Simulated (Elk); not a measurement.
Something may be wrong with this Elk 11.2.3 (patched build) calculation of Co.

The input run.py:

```python
from ase import Atoms
from ase.calculators.elk import ELK, ElkProfile

atoms = Atoms(['Co', 'Co'],
              cell=[[2.4719999032, 0.0000000000, 0.0000000000],
                    [-1.2359999516, 2.1408147143, 0.0000000000],
                    [0.0000000000, 0.0000000000, 4.0211440800]],
              scaled_positions=[[0.6608930000, 0.3313760000, 0.7502250000],
                                [0.3306410000, 0.6622150000, 0.2526540000]],
              pbc=True)
atoms.set_initial_magnetic_moments([2.0, -1.0])  # written as the start fields bfcmt
params = {
    'tasks': [[0]],
    'xctype': 22,
    'ngridk': [7, 7, 4],
    'rgkmax': 7.0,
    'gmaxvr': 12.0,
    'lmaxo': 1,
    'nempty': 12,
    'epspot': 1e-06,
    'epsengy': 1e-05,
    'maxscl': 60,
    'stype': 3,
    'swidth': 0.004997908,
    'lmaxapw': 2,
    'spinpol': True,
    'reducebf': 0.5,
    'fsmtype': 1,
    'momfix': [0.0, 0.0, 1.25],
    'dft+u': [[1, 1], [1, 2, 0.110248, 0.018375]],
    'tforce': True,
}
atoms.calc = ELK(profile=ElkProfile(command="elk", sppath="./"), directory=".", **params)
print("forces (eV/A)")
print(atoms.get_forces().round(5))
print("energy (eV)", atoms.get_potential_energy())
print("Fermi level (eV)", atoms.calc.get_fermi_level())
```

Co.in

```
 'Co'                                       : spsymb
 'cobalt'                                   : spname
  -27.0000                                  : spzn
   107428.6517                              : spmass
  0.384900E-06    2.2100    45.5133    500    : rminsp, rmt, rmaxsp, nrmt
  10                                        : nstsp
   1   0   1   2.00000  T                   : nsp, lsp, ksp, occsp, spcore
   2   0   1   2.00000  T
   2   1   1   2.00000  T
   2   1   2   4.00000  T
   3   0   1   2.00000  T
   3   1   1   2.00000  F
   3   1   2   4.00000  F
   3   2   2   4.00000  F
   3   2   3   3.00000  F
   4   0   1   2.00000  F
   1                                        : apword
    0.1500   0  F                           : apwe0, apwdm, apwve
   0                                        : nlx
   5                                        : nlorb
   0   2                                    : lorbl, lorbord
    0.1500   0  F                           : lorbe0, lorbdm, lorbve
    0.1500   1  F
   1   2                                    : lorbl, lorbord
    0.1500   0  F                           : lorbe0, lorbdm, lorbve
    0.1500   1  F
   2   2                                    : lorbl, lorbord
    0.1500   0  F                           : lorbe0, lorbdm, lorbve
    0.1500   1  F
   1   2                                    : lorbl, lorbord
    0.1500   0  F                           : lorbe0, lorbdm, lorbve
   -2.3834   0  T
   2   2                                    : lorbl, lorbord
    0.1500   0  F                           : lorbe0, lorbdm, lorbve
   -0.3072   0  T
```

Potentials or basis: APW+lo light.

The run is started by

```bash
$ OMP_NUM_THREADS=4 python run.py
```

Output:

```text
┌─────────────────────────────────┐
│ Elk code version 11.2.3 started │
└─────────────────────────────────┘

Error(readinput): lmaxo < 3 : 1
```

Question: Diagnose the run.

Answer: The input was rejected before any iteration. The input holds a flaw that was put in on purpose: angular cutoffs far too low (lmaxapw = 2; lmaxo = 1).
